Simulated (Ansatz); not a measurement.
# PtTe2: the band gap up the ladder of functionals

How large is the gap of PtTe2, CdI2 type, if it has one, with PBE, r2SCAN, PBE+SOC? One geometry serves all levels.

The runs shown are made with Ansatz 0.2.0. PAW datasets, plane waves. (Simulation; spin polarisation is off.)

### Step 1. The cell

The cell was relaxed beforehand with r2SCAN+rVV10.

Space group P-3m1 (No. 164), trigonal; conventional cell a = 4.038 Å, c = 5.311 Å, 25.00 Å³ an atom. Pt has 6 Te at 2.70 Å; Te has 3 Pt at 2.70 Å.

As a file:

```
CELL_PARAMETERS angstrom
4.03818 0.00000 0.00000
-2.01909 3.49716 0.00000
0.00000 0.00000 5.31096
ATOMIC_POSITIONS crystal
Pt 0.00000 0.00000 0.00000
Te 0.33333 0.66667 0.25685
Te 0.66667 0.33333 0.74315
```

### Step 2. PBE band path

File input.yaml:

```yaml
crystal:
  lattice:
    - [4.0381770485, 0.0, 0.0]
    - [-2.0190885242, 3.497163909, 0.0]
    - [0.0, 0.0, 5.3109615732]
  atoms:
    - { symbol: Pt, position: [0.0, 0.0, 0.0] }
    - { symbol: Te, position: [0.3333333333, 0.6666666667, 0.2568463256] }
    - { symbol: Te, position: [0.6666666667, 0.3333333333, 0.7431536744] }
kpoints:
  mp_grid: { grid: [12, 12, 6] }
  band_path:
    path:
      - [[0.0, 0.0, 0.0], [0.5, 5.150741836659e-18, 5.210226372815e-18], [0.3333333333333, 0.3333333333333, 3.473484248544e-18], [0.0, 0.0, 0.0], [-2.252998807204e-34, 1.126499403602e-34, 0.5], [0.5, 4.384224467409e-18, 0.5], [0.3333333333333, 0.3333333333333, 0.5], [-2.252998807204e-34, 1.126499403602e-34, 0.5]]
      - [[0.5, 4.384224467409e-18, 0.5], [0.5, 5.150741836659e-18, 5.210226372815e-18]]
      - [[0.3333333333333, 0.3333333333333, 0.5], [0.3333333333333, 0.3333333333333, 3.473484248544e-18]]
    npoints: 10
hamiltonian:
  xc: pbe
scf:
  occupations: { method: fermi_dirac, width: 0.02 }
  n_extra_bands: 4
output:
  forces: true
  stress: true
  eigenvalues: true
```

Command:

```
$ ansatz run input.yaml --threads 2 --pin off --max-ram 2211MiB --backend cpu --events-out ev --progress --plain --runs-dir out
```

Further steps of the session: Single point with r2SCAN; Single point with PBE+SOC.

Before running it: what results should come out? Wanted: for each run, gap; kind; from PBE.

As calculated:

| level | gap (eV) | kind | from PBE (eV) |
| --- | --- | --- | --- |
| PBE | -1.34 | overlap | 0 |
| r2SCAN | -1.33 | overlap | +0.01 |
| PBE+SOC | -1.25 | overlap | +0.09 |

In words: No level opens a gap. Spin-orbit coupling changes the PBE gap by +0.09 eV, from a start without a gap, so the shift doesn't carry over to the other levels.
